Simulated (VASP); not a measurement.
MoSe2, 6 atoms in the cell. Symmetry: P6_3/mmc, No. 194, hexagonal system. The conventional cell has a = 3.304 Å, b = 3.304 Å, c = 13.032 Å, α = 90.00°, β = 90.00°, γ = 120.00°. Mo (site symmetry -6m2) is surrounded by 6 Se at 2.54 Å. Se (site symmetry 3m) is surrounded by 3 Mo at 2.54 Å. 

```yaml
Program: VASP 6.6.1
Task: relaxation of cell and atoms
Functional: rev-vdW-DF2
Potentials_or_basis: VASP PAW PBE potentials, release 64 (Mo_sv, Se)
Cutoff: 600 eV
k_mesh: 9 × 9 × 2
Occupations: gaussian, width 0.03 eV
Spin: no spin polarisation
Further_INCAR_settings: ALGO = Normal; EDIFF = 1e-07; IBRION = 2; EDIFFG = -0.005; NSW = 90; ISIF = 3
```

Potentials or basis: VASP PAW PBE potentials, release 64 (Mo_sv, Se).

The run is started by

```bash
$ cat potpaw_PBE.64/Mo_sv/POTCAR potpaw_PBE.64/Se/POTCAR > POTCAR
$ mpirun -np 2 vasp_std > vasp.out
```

Hardware: 2 MPI ranks on Intel(R) Xeon(R) 6975P-C (Granite Rapids) (shared host).

Task: How long does it take, and how much memory?

Result: Run time: 3.5 min on 2 MPI ranks on Intel(R) Xeon(R) 6975P-C (Granite Rapids), with other jobs on the host, peak memory 0.75 GiB a rank. Counts: scf iterations 21, k points 24, ion steps 2.
